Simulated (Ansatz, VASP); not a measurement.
# One calculation of Al, two programs

File INCAR:

```
SYSTEM = Al
ALGO = Normal
DIPOL = 0.5 0.5 0.656
EDIFF = 1E-6
ENCUT = 520
GGA = PE
IDIPOL = 3
ISIF = 2
ISMEAR = 1
LASPH = .True.
LCHARG = .True.
LDIPOL = .True.
LELF = .True.
LREAL = .False.
LVACPOTAV = .True.
LVHAR = .True.
LWAVE = .False.
NBANDS = 14
NELM = 100
PREC = Accurate
SIGMA = 0.1
```

File KPOINTS:

```
k-points
0
Gamma
  15 15 1
  0 0 0
```

Contents of POSCAR:

```
Al
1.0
    1.4602435473      2.5292160153      0.0000000000
   -2.9204870946      0.0000000000      0.0000000000
    0.0000000000      0.0000000000     28.5828597884
Al
4
Direct
    0.3333333333      0.6666666667      0.5359819038
    0.0000000000      1.0000000000      0.6161404051
    0.6666666667      0.3333333333      0.6949455205
    0.3333333333      0.6666666667      0.7758730563
```

Input for Ansatz:

```yaml
crystal:
  lattice:
    - [1.4602435473, 2.5292160153, 0.0]
    - [-2.9204870946, 0.0, 0.0]
    - [0.0, 0.0, 28.5828597884]
  atoms:
    - { symbol: Al, position: [0.3333333333, 0.6666666667, 0.5359819038] }
    - { symbol: Al, position: [0.0, 1.0, 0.6161404051] }
    - { symbol: Al, position: [0.6666666667, 0.3333333333, 0.6949455205] }
    - { symbol: Al, position: [0.3333333333, 0.6666666667, 0.7758730563] }
basis:
  ecutwfc: 420
kpoints:
  mp_grid: { grid: [15, 15, 1] }
hamiltonian:
  xc: pbe
  pseudopotentials: { kind: paw, azcp: { folder: soft_1 } }
scf:
  occupations: { method: methfessel_paxton, width: 0.1 }
  n_extra_bands: 8
  max_iter: 160
output:
  forces: true
  eigenvalues: true
efield:
  axis: 3
  dipole_correction: true
```

Alike in both runs: task single point; functional PBE; k mesh 15 × 15 × 1; occupations methfessel-paxton of order 1, width 0.1 eV; no spin polarisation.

|  | VASP | Ansatz |
| --- | --- | --- |
| version | VASP 6.6.1 | Ansatz 0.2.0 |
| potentials or method | VASP PAW PBE potentials, release 64 (Al) | scalar-relativistic, plane waves, PAW |
| plane-wave cutoff (eV) | 520 | 420 |
| valence electrons in the cell | 12 | 12 |

|  | VASP | Ansatz | Ansatz less VASP |
| --- | --- | --- | --- |
| gap on the k mesh at the Fermi level (eV) | none | none | - |
| rms of the force components (eV/Å) | 0.028 | 0.028 | 0.0000 |

Atom by atom the forces differ by 0.000 eV/Å (rms over components). A gap of «none» marks a metal or a gap that the smearing closes. With one functional, cell and mesh, what is left measures potentials, basis and numerics.
